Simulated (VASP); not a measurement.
# CdF2 (Fm-3m) in VASP: further runs

Runs on CdF2. Level: PBE. Tasks: single point, relaxation of cell and atoms.

All numbers are computed with VASP 6.6.1; they aren't measurements. Logs are shortened: lines on timing, memory, paths and dates and some standing lists are left out, and cuts for length are marked.

### Step 1. The crystal as given

The structure is cubic, space group Fm-3m (No. 225). Conventional cell: a = 5.394 Å, b = 5.394 Å, c = 5.394 Å, α = 90.00°, β = 90.00°, γ = 90.00°. Cd (site symmetry m-3m) is surrounded by 8 F at 2.34 Å. F (site symmetry -43m) has 4 Cd at 2.34 Å as nearest neighbours.

### Step 2. Single point, PBE

Contents of INCAR:

```
SYSTEM = CdF2
ALGO     = Normal         ! electronic algorithm
EDIFF    = 1E-6           ! SCF threshold, eV
ENCUT    = 520            ! plane-wave cutoff, eV
GGA      = PE             ! functional
ISIF     = 2              ! what is computed and relaxed
ISMEAR   = 0              ! smearing method
LASPH    = .TRUE.         ! aspherical terms in the spheres
LCHARG   = .FALSE.        ! write CHGCAR
LREAL    = .FALSE.        ! projectors in reciprocal space
LWAVE    = .FALSE.        ! write WAVECAR
NBANDS   = 20             ! bands
NELM     = 60             ! most SCF steps
PREC     = Accurate       ! precision mode
SIGMA    = 0.0233         ! smearing width, eV
```

Contents of KPOINTS:

```
k-points
0
G
  8 8 8
  0 0 0
```

Contents of POSCAR:

```
CdF2
1.0
    0.0000000000      2.6971030000      2.6971030000
    2.6971030000      0.0000000000      2.6971030000
    2.6971030000      2.6971030000      0.0000000000
Cd F
1 2
Direct
    0.0000000000      0.0000000000      0.0000000000
    0.2500000000      0.2500000000      0.2500000000
    0.7500000000      0.7500000000      0.7500000000
```

Potentials or basis: VASP PAW PBE potentials, release 64 (Cd, F).

The run is started by

```console
> cat potpaw_PBE.64/Cd/POTCAR potpaw_PBE.64/F/POTCAR > POTCAR
> mpirun -np 1 vasp_std > vasp.out
```

OUTCAR:

```text
SYSTEM = CdF2
   EDIFF = 1E-6
   ENCUT = 520
   GGA = PE
   ISIF = 2
   ISMEAR = 0
   LASPH = .TRUE.
   LREAL = .FALSE.
   NELM = 60
   PREC = Accurate

 ion  position               nearest neighbor table
   1  0.000  0.000  0.000-   3 2.34   3 2.34   3 2.34   2 2.34   3 2.34   2 2.34   2 2.34   2 2.34

   2  0.250  0.250  0.250-   1 2.34   1 2.34   1 2.34   1 2.34
   3  0.750  0.750  0.750-   1 2.34   1 2.34   1 2.34   1 2.34

  LATTYP: Found a face centered cubic cell.
 ALAT       =     5.3942060000

  Lattice vectors:

 A1 = (   0.0000000000,   2.6971030000,   2.6971030000)
 A2 = (   2.6971030000,   0.0000000000,   2.6971030000)
 A3 = (   2.6971030000,   2.6971030000,   0.0000000000)

Analysis of symmetry for initial positions (statically):
=====================================================================
 Subroutine PRICEL returns:
 Original cell was already a primitive cell.

 Routine SETGRP: Setting up the symmetry group for a
 face centered cubic supercell.

 Subroutine GETGRP returns: Found 48 space group operations
 (whereof 48 operations were pure point group operations)
 out of a pool of 48 trial point group operations.

The static configuration has the point symmetry O_h .

Analysis of symmetry for dynamics (positions and initial velocities):
=====================================================================
 Subroutine PRICEL returns:
 Original cell was already a primitive cell.

 Routine SETGRP: Setting up the symmetry group for a
 face centered cubic supercell.

 Subroutine GETGRP returns: Found 48 space group operations
 (whereof 48 operations were pure point group operations)
 out of a pool of 48 trial point group operations.

The dynamic configuration has the point symmetry O_h .

 Subroutine INISYM returns: Found 48 space group operations
 (whereof 48 operations are pure point group operations),
 and found     1 'primitive' translations

----------------------------------------------------------------------------------------

                                     Primitive cell

  volume of cell :      39.2394

  direct lattice vectors                    reciprocal lattice vectors
     0.000000000  2.697103000  2.697103000    -0.185384095  0.185384095  0.185384095
     2.697103000  0.000000000  2.697103000     0.185384095 -0.185384095  0.185384095
     2.697103000  2.697103000  0.000000000     0.185384095  0.185384095 -0.185384095

  length of vectors
     3.814279642  3.814279642  3.814279642     0.321094672  0.321094672  0.321094672

  position of ions in fractional coordinates (direct lattice)
     0.000000000  0.000000000  0.000000000
     0.250000000  0.250000000  0.250000000
     0.750000000  0.750000000  0.750000000

  ion indices of the primitive-cell ions
   primitive index   ion index
                 1           1
                 2           2
                 3           3

----------------------------------------------------------------------------------------

 KPOINTS: k-points

Automatic generation of k-mesh.
 Grid dimensions read from file:
 generate k-points for:    8    8    8

 Generating k-lattice:

  Cartesian coordinates                     Fractional coordinates (reciprocal lattice)
    -0.023173012  0.023173012  0.023173012     0.125000000  0.000000000  0.000000000
     0.023173012 -0.023173012  0.023173012     0.000000000  0.125000000  0.000000000
     0.023173012  0.023173012 -0.023173012     0.000000000  0.000000000  0.125000000

  Length of vectors
     0.040136834  0.040136834  0.040136834

  Shift w.r.t. Gamma in fractional coordinates (k-lattice)
     0.000000000  0.000000000  0.000000000

 Subroutine IBZKPT returns following result:
 ===========================================

 Found     29 irreducible k-points:

 Following reciprocal coordinates:
            Coordinates               Weight
  0.000000  0.000000  0.000000      1.000000
  0.125000  0.000000  0.000000      8.000000
  0.250000  0.000000  0.000000      8.000000
  0.375000  0.000000  0.000000      8.000000
  0.500000  0.000000  0.000000      4.000000
  0.125000  0.125000  0.000000      6.000000
[... 16 lines left out ...]
  0.500000  0.250000  0.125000     48.000000
 -0.375000  0.250000  0.125000     24.000000
 [... further k-points ...]
   k-points           NKPTS =     29   k-points in BZ     NKDIM =     29   number of bands    NBANDS=     20
   number of dos      NEDOS =    301   number of ions     NIONS =      3
   total plane-waves  NPLWV =  21952
   dimension x,y,z NGX =    28 NGY =   28 NGZ =   28
   dimension x,y,z NGXF=    56 NGYF=   56 NGZF=   56
   ions per type =               1   2
   NGX,Y,Z   is equivalent  to a cutoff of  12.20, 12.20, 12.20 a.u.
   NGXF,Y,Z  is equivalent  to a cutoff of  24.41, 24.41, 24.41 a.u.
 SYSTEM =  CdF2
   PREC   = accura    normal or accurate (medium, high low for compatibility)
   ISTART =      0    job   : 0-new  1-cont  2-samecut
   ICHARG =      2    charge: 1-file 2-atom 10-const
   ISPIN  =      1    spin polarized calculation?
   LNONCOLLINEAR =      F non collinear calculations
   LSORBIT =      F    spin-orbit coupling
   LASPH  =      T    aspherical Exc in radial PAW
   ENCUT  =  520.0 eV  38.22 Ry    6.18 a.u.   7.09  7.09  7.09*2*pi/ulx,y,z
   NELM   =     60;   NELMIN=  2; NELMDL= -5     # of ELM steps
   EDIFF  = 0.1E-05   stopping-criterion for ELM
   LREAL  =      F    real-space projection
   EDIFFG = 0.1E-04   stopping-criterion for IOM
   NSW    =      0    number of steps for IOM
   IBRION =     -1    ionic relax: 0-MD 1-quasi-New 2-CG
   NFREE  =      0    steps in history (QN), initial steepest desc. (CG)
   ISIF   =      2    stress and relaxation
   ISYM   =      2    0-nonsym 1-usesym 2-fastsym
   POTIM  = 0.5000    time-step for ionic-motion
   TEBEG  =    0.0;   TEEND  =   0.0 temperature during run
   PSTRESS=    0.0 pullay stress
   NELECT =      26.0000    total number of electrons
   NUPDOWN=      -1.0000    fix difference up-down
   EMIN   =  10.00;   EMAX   =-10.00  energy-range for DOS
   EFERMI =   0.00;   METHOD = LEGACY
   ISMEAR =     0;   SIGMA  =   0.02  broadening in eV -4-tet -1-fermi 0-gaus
   EFERMI_NEDOS =   21; number of points for ismear=-14 and -15
   IALGO  =     38    algorithm
   IMIX   =      4    mixing-type and parameters
     AMIX     =   0.40;   BMIX     =  1.00
     AMIX_MAG =   1.60;   BMIX_MAG =  1.00
  volume/ion in A,a.u.               =      13.08        88.27
  Fermi-wavevector in a.u.,A,eV,Ry     =   1.427223  2.697060 27.714587  2.036965
  Thomas-Fermi vector in A             =   2.547415
   LORBIT       =      0    0 simple, 1 ext, 2 COOP (PROOUT), +10 PAW based schemes
   GGA     = PE    functional components
   LHFCALC =     F    Hartree Fock is set to
   AEXX    =    0.0000 exact exchange contribution
   IVDW    =     0    specifies the selected vdW correction
   LEPSILON=     F    determine dielectric tensor
   LRPA    =     F    only Hartree local field effects (RPA)
 non-spin polarized calculation
 Gauss-broadening in eV      SIGMA  =   0.02
  energy-cutoff  :      520.00
  volume of cell :       39.24
 maximum number of plane-waves:      1067
   NGX = 15   NGY = 15   NGZ = 15

 number of electron      25.9999987 magnetization

 Free energy of the ion-electron system (eV)
  ---------------------------------------------------
  ext. energy  EPLUGINS =         0.00000000
  ---------------------------------------------------
  free energy    TOTEN  =       -10.86465698 eV

  energy without entropy =      -10.86465698  energy(sigma->0) =      -10.86465698

 E-fermi :  -1.1906     XC(G=0): -10.3934

 val. band max:       -1.3375945231   @ k =  -0.2500   0.5000   0.2500
 cond. band min:       1.7181675498   @ k =   0.0000   0.0000   0.0000
 fundamental gap:      3.0557620729
 Fermi energy:        -1.1906094372

 k-point     1 :       0.0000    0.0000    0.0000
  band No.  band energies     occupation
      1     -22.1235      2.00000
      2     -21.0284      2.00000
      3      -6.9423      2.00000
      4      -6.9423      2.00000
      5      -6.9423      2.00000
      6      -5.7498      2.00000
[... 12 lines left out ...]
     19      18.5354      0.00000
     20      18.5354      0.00000

 k-point     2 :       0.1250    0.0000    0.0000
  band No.  band energies     occupation
      1     -22.0742      2.00000
      2     -21.0715      2.00000
      3      -6.8839      2.00000
      4      -6.8839      2.00000
      5      -6.7780      2.00000
      6      -5.7673      2.00000
[... 12 lines left out ...]
     19      18.1347      0.00000
     20      18.1347      0.00000

 k-point     3 :       0.2500    0.0000    0.0000
  band No.  band energies     occupation
      1     -21.9408      2.00000
      2     -21.1906      2.00000
      3      -6.7494      2.00000
      4      -6.7494      2.00000
      5      -6.3373      2.00000
      6      -5.7815      2.00000
[... 12 lines left out ...]
     19      17.4683      0.00000
     20      18.2076      0.00000

 k-point     4 :       0.3750    0.0000    0.0000
  band No.  band energies     occupation
      1     -21.7569      2.00000
      2     -21.3569      2.00000
      3      -6.6393      2.00000
      4      -6.6392      2.00000
      5      -5.7870      2.00000
      6      -5.7304      2.00000
[... 12 lines left out ...]
     19      16.9934      0.00000
     20      17.7384      0.00000

 k-point     5 :       0.5000    0.0000    0.0000
  band No.  band energies     occupation
      1     -21.5896      2.00000
      2     -21.5161      2.00000
      3      -6.6061      2.00000
      4      -6.6061      2.00000
      5      -5.6796      2.00000
      6      -5.6796      2.00000
[... 12 lines left out ...]
     19      16.8247      0.00000
     20      17.3911      0.00000

 k-point     6 :       0.1250    0.1250    0.0000
  band No.  band energies     occupation
      1     -22.0592      2.00000
      2     -21.0843      2.00000
      3      -6.8558      2.00000
      4      -6.8558      2.00000
      5      -6.7356      2.00000
      6      -5.8288      2.00000
[... 12 lines left out ...]
     19      18.2762      0.00000
     20      18.6858      0.00000

 k-point     7 :       0.2500    0.1250    0.0000
  band No.  band energies     occupation
      1     -21.9574      2.00000
      2     -21.1727      2.00000
      3      -6.7325      2.00000
      4      -6.7315      2.00000
      5      -6.4031      2.00000
      6      -5.9107      2.00000
[... 12 lines left out ...]
     19      18.4448      0.00000
     20      19.4826      0.00000
[... 277 lines left out ...]
 k-point    20 :      -0.3750    0.3750    0.0000
  band No.  band energies     occupation
      1     -21.5837      2.00000
      2     -21.4817      2.00000
      3      -6.5247      2.00000
      4      -6.1171      2.00000
      5      -5.8285      2.00000
      6      -5.8064      2.00000
[... 12 lines left out ...]
     19      19.1390      0.00000
     20      19.6382      0.00000

 k-point    21 :       0.5000    0.5000    0.0000
  band No.  band energies     occupation
      1     -21.6589      2.00000
      2     -21.3973      2.00000
      3      -6.7269      2.00000
      4      -5.9960      2.00000
      5      -5.9960      2.00000
      6      -5.6354      2.00000
[... 12 lines left out ...]
     19      18.0819      0.00000
     20      20.0841      0.00000

 k-point    22 :       0.3750    0.2500    0.1250
  band No.  band energies     occupation
      1     -21.8476      2.00000
      2     -21.2650      2.00000
      3      -6.6104      2.00000
      4      -6.5709      2.00000
      5      -6.0737      2.00000
      6      -6.0119      2.00000
[... 12 lines left out ...]
     19      18.1107      0.00000
     20      20.4716      0.00000

 k-point    23 :       0.5000    0.2500    0.1250
  band No.  band energies     occupation
      1     -21.6997      2.00000
      2     -21.3935      2.00000
      3      -6.5202      2.00000
      4      -6.4218      2.00000
      5      -5.9772      2.00000
      6      -5.7427      2.00000
[... 12 lines left out ...]
     19      17.5647      0.00000
     20      20.5175      0.00000

 k-point    24 :      -0.3750    0.2500    0.1250
  band No.  band energies     occupation
      1     -21.5605      2.00000
      2     -21.5236      2.00000
      3      -6.4907      2.00000
      4      -6.3835      2.00000
      5      -5.8037      2.00000
      6      -5.7822      2.00000
[... 12 lines left out ...]
     19      17.3523      0.00000
     20      20.9262      0.00000

 [... further k-points ...]

------------------------ aborting loop because EDIFF is reached ----------------------------------------

  FORCE on cell =-STRESS in cart. coord.  units (eV):
  Direction    XX          YY          ZZ          XY          YZ          ZX
  --------------------------------------------------------------------------------------
  -------------------------------------------------------------------------------------
  Total        1.4158204      1.4158204      1.4158204     -0.0000000     -0.0000000     -0.0000000
  in kB       57.8090949     57.8090949     57.8090949     -0.0000000     -0.0000000     -0.0000000
  external PRESSURE =      57.8090949 kB  Pullay stress =       0.0000000 kB

 VOLUME and BASIS-vectors are now :
 -----------------------------------------------------------------------------
  energy-cutoff  :      520.00
  volume of cell :       39.24
      direct lattice vectors                 reciprocal lattice vectors
     0.000000000  2.697103000  2.697103000    -0.185384095  0.185384095  0.185384095
     2.697103000  0.000000000  2.697103000     0.185384095 -0.185384095  0.185384095
     2.697103000  2.697103000  0.000000000     0.185384095  0.185384095 -0.185384095

 POSITION                                       TOTAL-FORCE (eV/Angst)
 -----------------------------------------------------------------------------------
      0.00000      0.00000      0.00000         0.000000      0.000000      0.000000
      1.34855      1.34855      1.34855         0.000000     -0.000000     -0.000000
      4.04565      4.04565      4.04565        -0.000000      0.000000      0.000000
 -----------------------------------------------------------------------------------
    total drift:                                0.000000      0.000000      0.000000

  FREE ENERGIE OF THE ION-ELECTRON SYSTEM (eV)
  ---------------------------------------------------
  free  energy   TOTEN  =       -10.8646569836 eV

  energy  without entropy=      -10.8646569836  energy(sigma->0) =      -10.86465698
```

Wall time 21 s (1 thread of Intel Xeon Platinum 8259CL at 2.50GHz (Skylake/Cascade Lake), shared host); peak memory 0.16 GiB.

Results:

| Item | Value |
| --- | --- |
| Free energy | -10.8647 eV |
| Pressure | 5.8 GPa |
| Band gap on the k mesh | 3.06 eV, indirect (least direct gap 3.56 eV) |

A k mesh can miss the band edges. As with any semilocal functional, this PBE gap is likely too small.

### Step 3. Single point, PBE

This run uses another cell than the first one, of 13.72 Å³/atom, 1.049 times its volume.

Contents of INCAR:

```
PREC = Accurate
ENCUT = 520
EDIFF = 1E-7
ISMEAR = 0
SIGMA = 0.0233
LREAL = False
LASPH = True
NELM = 80
ALGO = Normal
ISIF = 2
LWAVE = False
LCHARG = True
GGA = PE
LELF = True
LVHAR = True
NBANDS = 20
```

Contents of KPOINTS:

```
regular mesh
0
Gamma
  8 8 8
```

Contents of POSCAR:

```
CdF2
1.0
    0.0000000000      2.7406102782      2.7406102782
    2.7406102782      0.0000000000      2.7406102782
    2.7406102782      2.7406102782      0.0000000000
Cd F
1 2
Direct
    0.0000000000      0.0000000000      0.0000000000
    0.2500000000      0.2500000000      0.2500000000
    0.7500000000      0.7500000000      0.7500000000
```

Potentials or basis: VASP PAW PBE potentials, release 64 (Cd, F).

The run is started by

```console
> cat potpaw_PBE.64/Cd/POTCAR potpaw_PBE.64/F/POTCAR > POTCAR
> mpirun -np 1 vasp_std > vasp.out
```

Wall time 18 s (1 thread of Intel Xeon Platinum 8559C (Emerald Rapids), shared host); peak memory 0.17 GiB.

The run converged. Its results:

| Property | Result |
| --- | --- |
| Free energy | -10.9052 eV |
| Pressure | 0.5 GPa |
| Band gap on the k mesh | 2.89 eV, indirect (least direct gap 3.44 eV) |

Levels at points of the mesh, in eV from the valence-band top:
```tsv
k point	band 10	band 11	band 12	band 13	band 14	band 15	band 16	band 17
(0.00, 0.00, 0.00)	-0.85	-0.56	-0.56	-0.56	2.89	12.45	12.45	12.45
(0.50, 0.00, 0.00)	-1.65	-1.65	-0.43	-0.43	6.79	8.98	14.05	14.05
(0.50, 0.50, 0.00)	-2.70	-0.41	-0.08	-0.08	7.58	9.37	11.81	13.82
```

A k mesh can miss the band edges. PBE gaps usually lie below the measured ones, often by a third to a half.

[end of part 1 of 2]
